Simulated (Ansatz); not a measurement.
Born–Oppenheimer molecular dynamics of a periodic cell of 16 atoms, MgO (host MgO, host structure Fm-3m). It goes on from the last frame of an earlier run, with new velocities.

These are results of Ansatz 0.2.0, DFT LDA, scalar-relativistic, plane waves, PAW, not measurements. Settings: cutoff 420 eV, k mesh 2x2x2, fermi-dirac smearing 0.05 eV, no spin polarisation.

```
ensemble        : NVT, Langevin thermostat
time step       : 1 fs
steps asked     : 200
set temperature : 1560 K
friction        : 0.02 /fs
seed            : 134124
```

Frames 2 fs apart, positions in Å, forces in eV/Å.

Velocities at 140.0 fs (Å/ps):

```
Mg 5.61 13.52 9.76
O -10.86 -7.01 4.36
Mg 9.84 2.77 4.08
O -2.27 -4.09 -1.57
Mg 8.48 9.19 -2.71
O -5.81 -1.57 7.69
Mg -3.19 -1.77 12.66
O 11.07 8.58 7.94
Mg -8.49 -5.59 2.44
O 16.27 1.32 3.68
Mg 3.49 -5.71 -11.55
O 2.44 -9.27 -1.57
Mg 4.83 -16.22 18.00
O -2.04 -4.06 5.16
Mg -6.36 16.13 -10.61
O -4.66 -4.70 -5.92
```

```xyz
16
Lattice="0.0000 3.8950 3.8950 3.8950 0.0000 3.8950 3.8950 3.8950 0.0000" Properties=species:S:1:pos:R:3:forces:R:3 time_fs=140.0 energy_less_start_eV=1.032 T=1693
Mg -0.031 0.033 0.019 -0.90 0.11 2.67
O 1.831 2.035 1.939 0.34 -0.72 0.82
Mg 1.820 2.003 -0.020 0.70 0.93 0.89
O 3.783 3.824 2.050 0.20 2.20 -1.29
Mg 1.800 -0.040 2.004 -0.77 0.26 0.65
O 3.777 2.060 3.978 -0.82 -2.05 -0.88
Mg 3.756 1.989 2.015 -0.31 -0.88 -0.30
O 5.613 3.885 3.957 2.33 -0.49 0.14
Mg -0.053 2.104 1.941 -1.17 -4.11 0.57
O 2.036 4.088 4.084 -5.65 -2.38 -1.85
Mg 1.875 3.944 2.129 0.27 -1.41 -1.45
O 3.915 5.810 3.900 -3.43 2.49 0.31
Mg 1.760 1.820 3.848 3.49 1.59 1.39
O 3.673 3.845 6.002 1.48 2.98 -0.54
Mg 3.734 3.982 4.057 3.04 -1.26 -1.17
O 5.648 5.719 5.851 1.22 2.72 0.05
16
Lattice="0.0000 3.8950 3.8950 3.8950 0.0000 3.8950 3.8950 3.8950 0.0000" Properties=species:S:1:pos:R:3:forces:R:3 time_fs=142.0 energy_less_start_eV=1.201 T=1581
Mg -0.020 0.060 0.041 -0.67 -0.50 2.04
O 1.809 2.018 1.948 0.70 -0.54 0.86
Mg 1.837 2.010 -0.017 0.39 0.94 0.78
O 3.777 3.820 2.047 0.50 2.15 -1.23
Mg 1.813 -0.021 1.997 -1.03 0.01 0.94
O 3.764 2.059 3.993 -0.34 -1.73 -1.13
Mg 3.752 1.984 2.037 -0.39 -0.88 -0.50
O 5.637 3.902 3.974 1.82 -1.56 -0.19
Mg -0.072 2.090 1.943 -0.92 -3.52 0.81
O 2.065 4.089 4.089 -7.17 -2.19 -2.11
Mg 1.878 3.935 2.103 -0.11 -1.56 -0.86
O 3.915 5.794 3.901 -3.12 3.37 0.34
Mg 1.775 1.790 3.882 2.88 2.72 0.72
O 3.674 3.841 6.008 1.67 2.87 -0.38
Mg 3.722 4.014 4.034 4.49 -2.42 -0.78
O 5.637 5.713 5.837 1.31 2.83 0.69
16
Lattice="0.0000 3.8950 3.8950 3.8950 0.0000 3.8950 3.8950 3.8950 0.0000" Properties=species:S:1:pos:R:3:forces:R:3 time_fs=144.0 energy_less_start_eV=1.363 T=1628
Mg -0.010 0.085 0.064 -0.46 -1.08 1.35
O 1.786 2.006 1.963 1.04 -0.41 0.72
Mg 1.850 2.020 -0.014 0.23 0.78 0.73
O 3.767 3.824 2.052 0.85 1.92 -1.26
Mg 1.825 -0.001 1.988 -1.14 -0.22 1.16
O 3.753 2.052 4.004 0.06 -1.32 -1.35
Mg 3.748 1.982 2.058 -0.43 -0.86 -0.74
O 5.665 3.916 3.985 1.32 -2.58 -0.48
Mg -0.095 2.070 1.940 -0.69 -2.70 1.22
O 2.078 4.088 4.089 -8.00 -2.06 -2.17
Mg 1.881 3.922 2.072 -0.54 -1.57 -0.21
O 3.906 5.782 3.901 -2.49 4.20 0.40
Mg 1.794 1.763 3.917 1.96 3.87 0.04
O 3.678 3.845 6.010 1.73 2.49 -0.27
Mg 3.716 4.043 4.011 5.24 -3.41 -0.39
O 5.630 5.706 5.825 1.31 2.96 1.25
16
Lattice="0.0000 3.8950 3.8950 3.8950 0.0000 3.8950 3.8950 3.8950 0.0000" Properties=species:S:1:pos:R:3:forces:R:3 time_fs=146.0 energy_less_start_eV=1.357 T=1531
Mg -0.005 0.106 0.083 -0.22 -1.72 0.73
O 1.766 1.994 1.980 1.23 -0.27 0.59
Mg 1.856 2.030 -0.010 0.16 0.41 0.73
O 3.765 3.832 2.058 1.01 1.61 -1.26
Mg 1.837 0.013 1.980 -1.18 -0.33 1.32
O 3.739 2.032 4.011 0.48 -0.70 -1.48
Mg 3.746 1.979 2.083 -0.49 -0.80 -1.06
O 5.692 3.919 3.991 0.89 -3.10 -0.71
Mg -0.123 2.044 1.934 -0.28 -1.78 1.71
O 2.071 4.081 4.085 -7.51 -1.94 -2.26
Mg 1.887 3.908 2.044 -0.99 -1.51 0.44
O 3.891 5.781 3.909 -1.84 4.80 0.41
Mg 1.813 1.745 3.954 0.98 4.71 -0.78
O 3.683 3.850 6.010 1.79 2.02 -0.25
Mg 3.721 4.070 3.988 4.71 -4.26 0.05
O 5.626 5.704 5.816 1.27 2.89 1.84
16
Lattice="0.0000 3.8950 3.8950 3.8950 0.0000 3.8950 3.8950 3.8950 0.0000" Properties=species:S:1:pos:R:3:forces:R:3 time_fs=148.0 energy_less_start_eV=1.131 T=1602
Mg -0.002 0.118 0.100 0.06 -2.17 0.23
O 1.751 1.980 2.001 1.36 -0.08 0.35
Mg 1.866 2.041 -0.008 0.01 -0.04 0.79
O 3.772 3.844 2.063 0.92 1.32 -1.20
Mg 1.850 0.026 1.976 -1.10 -0.38 1.28
O 3.731 2.015 4.016 0.86 -0.09 -1.47
Mg 3.748 1.979 2.106 -0.55 -0.74 -1.31
O 5.725 3.922 3.997 0.44 -3.24 -0.95
Mg -0.152 2.021 1.933 0.23 -0.92 1.99
O 2.049 4.069 4.074 -5.99 -1.73 -2.23
Mg 1.891 3.892 2.014 -1.29 -1.29 1.14
O 3.880 5.798 3.923 -1.46 4.81 0.39
Mg 1.831 1.741 3.987 0.23 5.17 -1.60
O 3.698 3.862 6.010 1.69 1.52 -0.40
Mg 3.738 4.096 3.966 3.36 -4.72 0.53
O 5.627 5.714 5.807 1.24 2.57 2.46
16
Lattice="0.0000 3.8950 3.8950 3.8950 0.0000 3.8950 3.8950 3.8950 0.0000" Properties=species:S:1:pos:R:3:forces:R:3 time_fs=150.0 energy_less_start_eV=0.739 T=1757
Mg -0.001 0.122 0.113 0.29 -2.40 -0.17
O 1.733 1.961 2.026 1.51 0.20 0.07
Mg 1.878 2.050 -0.003 -0.21 -0.52 0.82
O 3.780 3.860 2.069 0.68 0.97 -1.14
Mg 1.857 0.035 1.974 -0.79 -0.44 1.08
O 3.725 1.997 4.014 1.16 0.46 -1.14
Mg 3.746 1.978 2.126 -0.52 -0.66 -1.55
O 5.753 3.915 4.000 0.03 -2.76 -1.10
Mg -0.178 1.997 1.938 0.69 -0.14 2.01
O 2.014 4.059 4.054 -4.12 -1.52 -2.00
Mg 1.891 3.873 1.986 -1.48 -0.88 1.81
O 3.867 5.831 3.941 -1.17 4.00 0.41
Mg 1.851 1.745 4.021 -0.43 5.13 -2.36
O 3.720 3.877 6.011 1.34 1.04 -0.70
Mg 3.760 4.112 3.946 1.87 -4.50 1.01
O 5.631 5.737 5.805 1.16 2.02 2.94
16
Lattice="0.0000 3.8950 3.8950 3.8950 0.0000 3.8950 3.8950 3.8950 0.0000" Properties=species:S:1:pos:R:3:forces:R:3 time_fs=152.0 energy_less_start_eV=0.388 T=1855
Mg -0.004 0.120 0.123 0.43 -2.52 -0.50
O 1.717 1.931 2.056 1.63 0.73 -0.22
Mg 1.889 2.056 -0.002 -0.52 -1.04 0.91
O 3.788 3.874 2.070 0.37 0.63 -0.95
Mg 1.859 0.040 1.972 -0.39 -0.53 0.90
O 3.725 1.977 4.011 1.35 1.05 -0.78
Mg 3.742 1.980 2.138 -0.43 -0.64 -1.69
O 5.782 3.900 3.997 -0.45 -1.74 -1.04
Mg -0.202 1.976 1.945 1.21 0.53 1.97
O 1.967 4.047 4.033 -2.22 -1.34 -1.69
Mg 1.891 3.855 1.970 -1.65 -0.67 2.24
O 3.845 5.870 3.959 -0.74 2.71 0.41
Mg 1.871 1.760 4.053 -1.13 4.56 -3.07
O 3.748 3.894 6.011 0.84 0.59 -1.09
Mg 3.785 4.117 3.931 0.68 -3.87 1.42
O 5.636 5.760 5.812 1.02 1.56 3.17
16
Lattice="0.0000 3.8950 3.8950 3.8950 0.0000 3.8950 3.8950 3.8950 0.0000" Properties=species:S:1:pos:R:3:forces:R:3 time_fs=154.0 energy_less_start_eV=0.206 T=1799
Mg -0.006 0.118 0.129 0.38 -2.59 -0.76
O 1.704 1.899 2.082 1.66 1.39 -0.40
Mg 1.895 2.054 -0.001 -0.84 -1.46 0.96
O 3.790 3.889 2.065 0.14 0.22 -0.66
Mg 1.864 0.049 1.972 -0.07 -0.88 0.69
O 3.733 1.960 4.007 1.42 1.58 -0.38
Mg 3.732 1.980 2.149 -0.19 -0.49 -1.93
O 5.812 3.880 3.994 -0.98 -0.50 -0.96
Mg -0.223 1.954 1.952 1.68 1.20 1.94
O 1.918 4.028 4.010 -0.52 -1.15 -1.27
Mg 1.887 3.839 1.960 -1.69 -0.47 2.45
O 3.815 5.909 3.976 -0.13 1.29 0.34
Mg 1.893 1.783 4.073 -1.84 3.77 -3.39
O 3.779 3.917 6.006 0.28 0.02 -1.40
Mg 3.810 4.117 3.918 -0.11 -3.13 1.74
O 5.641 5.781 5.824 0.80 1.19 3.04
16
Lattice="0.0000 3.8950 3.8950 3.8950 0.0000 3.8950 3.8950 3.8950 0.0000" Properties=species:S:1:pos:R:3:forces:R:3 time_fs=156.0 energy_less_start_eV=0.232 T=1637
Mg -0.009 0.114 0.136 0.15 -2.55 -1.09
O 1.692 1.872 2.109 1.71 1.91 -0.63
Mg 1.895 2.047 0.002 -1.02 -1.73 0.97
O 3.796 3.903 2.050 -0.16 -0.17 -0.11
Mg 1.868 0.058 1.974 0.20 -1.32 0.39
O 3.739 1.950 4.009 1.52 1.91 -0.26
Mg 3.727 1.977 2.157 0.00 -0.34 -2.11
O 5.834 3.861 3.988 -1.41 0.48 -0.74
Mg -0.240 1.931 1.955 1.98 1.77 2.06
O 1.867 4.003 3.984 0.99 -0.88 -0.73
Mg 1.879 3.820 1.956 -1.57 -0.24 2.42
O 3.786 5.949 3.992 0.37 -0.14 0.24
Mg 1.915 1.806 4.085 -2.48 3.15 -3.23
O 3.810 3.933 5.998 -0.32 -0.33 -1.61
Mg 3.834 4.111 3.908 -0.63 -2.39 1.89
O 5.644 5.800 5.844 0.66 0.87 2.52
16
Lattice="0.0000 3.8950 3.8950 3.8950 0.0000 3.8950 3.8950 3.8950 0.0000" Properties=species:S:1:pos:R:3:forces:R:3 time_fs=158.0 energy_less_start_eV=0.464 T=1462
Mg -0.011 0.108 0.148 -0.09 -2.36 -1.54
O 1.681 1.852 2.136 1.75 2.34 -0.85
Mg 1.894 2.037 0.002 -1.23 -1.98 1.13
O 3.806 3.919 2.035 -0.46 -0.64 0.50
Mg 1.876 0.067 1.979 0.42 -1.69 0.07
O 3.745 1.945 4.009 1.59 2.04 -0.13
Mg 3.728 1.977 2.163 0.05 -0.26 -2.24
O 5.856 3.842 3.976 -1.78 1.32 -0.37
Mg -0.260 1.908 1.961 2.41 2.30 2.12
O 1.827 3.971 3.959 2.15 -0.55 -0.16
Mg 1.873 3.804 1.956 -1.37 -0.13 2.22
O 3.754 5.981 4.007 0.93 -1.33 0.18
Mg 1.933 1.829 4.093 -2.98 2.66 -2.89
O 3.842 3.944 5.985 -0.92 -0.51 -1.65
Mg 3.862 4.103 3.902 -0.96 -1.83 1.94
O 5.651 5.814 5.872 0.48 0.63 1.68
16
Lattice="0.0000 3.8950 3.8950 3.8950 0.0000 3.8950 3.8950 3.8950 0.0000" Properties=species:S:1:pos:R:3:forces:R:3 time_fs=160.0 energy_less_start_eV=0.814 T=1381
Mg -0.014 0.105 0.161 -0.26 -2.13 -1.94
O 1.671 1.835 2.161 1.79 2.85 -1.04
Mg 1.892 2.029 -0.003 -1.50 -2.11 1.35
O 3.819 3.938 2.017 -0.79 -1.16 1.23
Mg 1.887 0.079 1.988 0.54 -2.12 -0.25
O 3.754 1.944 4.006 1.51 2.13 -0.02
Mg 3.733 1.975 2.163 0.03 -0.06 -2.26
O 5.873 3.830 3.963 -2.12 1.92 0.02
Mg -0.275 1.894 1.964 2.79 2.68 2.12
O 1.797 3.942 3.938 2.96 -0.22 0.29
Mg 1.862 3.795 1.961 -0.86 -0.13 1.94
O 3.718 6.010 4.027 1.59 -2.31 0.06
Mg 1.939 1.853 4.096 -3.08 2.30 -2.58
O 3.876 3.953 5.968 -1.58 -0.61 -1.58
Mg 3.888 4.094 3.905 -1.20 -1.43 1.72
O 5.662 5.831 5.895 0.20 0.43 0.94
16
Lattice="0.0000 3.8950 3.8950 3.8950 0.0000 3.8950 3.8950 3.8950 0.0000" Properties=species:S:1:pos:R:3:forces:R:3 time_fs=162.0 energy_less_start_eV=1.200 T=1152
Mg -0.015 0.097 0.170 -0.55 -1.62 -2.33
O 1.671 1.821 2.188 1.63 3.36 -1.31
Mg 1.883 2.015 -0.006 -1.64 -2.00 1.48
O 3.828 3.955 1.997 -0.98 -1.53 2.00
Mg 1.898 0.093 1.991 0.61 -2.70 -0.45
O 3.765 1.948 4.003 1.27 2.02 0.03
Mg 3.733 1.976 2.156 0.19 0.12 -2.08
O 5.887 3.820 3.947 -2.39 2.31 0.42
Mg -0.285 1.888 1.964 3.19 2.89 2.09
O 1.774 3.913 3.916 3.59 0.15 0.76
Mg 1.850 3.783 1.967 -0.16 -0.05 1.51
O 3.688 6.035 4.047 2.12 -3.16 -0.10
Mg 1.934 1.877 4.098 -2.81 1.88 -2.22
O 3.910 3.963 5.948 -2.33 -0.65 -1.43
Mg 3.912 4.092 3.910 -1.34 -1.25 1.35
O 5.684 5.849 5.915 -0.38 0.24 0.28
```

Of the whole run (200 fs, mean temperature of the second half 1549 K): A run of 0.2 ps of so small a system gives no equilibrium averages. The SCF threshold is loose, so the forces are noisy. Limits of this set-up: coarse k mesh.

The run took 5.2 min on 1 thread of Arm Neoverse V1 (shared host), peak memory 0.39 GiB.
